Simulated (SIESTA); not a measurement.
**CdS (Hawleyite) under changes of volume**

One of the cells (24.808 Å³/atom); the others are scaled copies at fixed shape and fractional positions:

```
CELL_PARAMETERS angstrom
0.00000 2.91650 2.91650
2.91650 0.00000 2.91650
2.91650 2.91650 0.00000
ATOMIC_POSITIONS crystal
Cd 0.00000 0.00000 0.00000
S 0.75000 0.75000 0.75000
```

- Program: SIESTA 5.4.2
- Functional: PBE
- Potentials or basis: PseudoDojo 0.4 standard (PBE files)
- Basis: DZP (energy shift 0.003 Ry; two zetas on semicore shells)
- Grid cutoff: 800 Ry
- Energy shift: 0.003 Ry
- k mesh: 8 × 8 × 8
- Occupations: fermi-dirac, width 0.05 eV
- Spin: no spin polarisation

```csv
volume (Å³/atom),energy over the lowest point (meV/atom),pressure (GPa),gap on the mesh (eV)
23.319,63.67,8.2,1.53
23.815,41.30,6.3,1.47
24.312,?,?,?
24.808,12.12,3.2,1.36
25.304,4.33,1.9,1.31
25.800,0.35,0.7,1.26
26.296,0.00,-0.4,1.21
```

**Question.** What does the run at 24.312 Å³/atom give?

**Answer.** Energy over the lowest point 24.22 meV/atom; pressure 4.7 GPa; gap on the mesh 1.42 eV.

Worked out: A Birch-Murnaghan fit of order 3 (a polynomial in V^(-2/3)) to the other rows has its minimum at 26.10 Å³/atom with B0 = V·E''(V) = 56 GPa and B' = 4.5. It gives 24.28 meV/atom at 24.312 Å³/atom, against the run's 24.22, and -dE/dV = 4.7 GPa, against 4.7. A straight line through the other rows of the gap, of slope -2.65 eV per unit of ln V (its deformation potential), gives 1.42 eV, against the run's 1.42.

Energies are extrapolated to zero smearing.

Caveats: the basis of atomic orbitals isn't converged, which shifts pressures, moduli and gaps.

A mesh can miss the band edges. Spin-orbit coupling on Cd is left out.
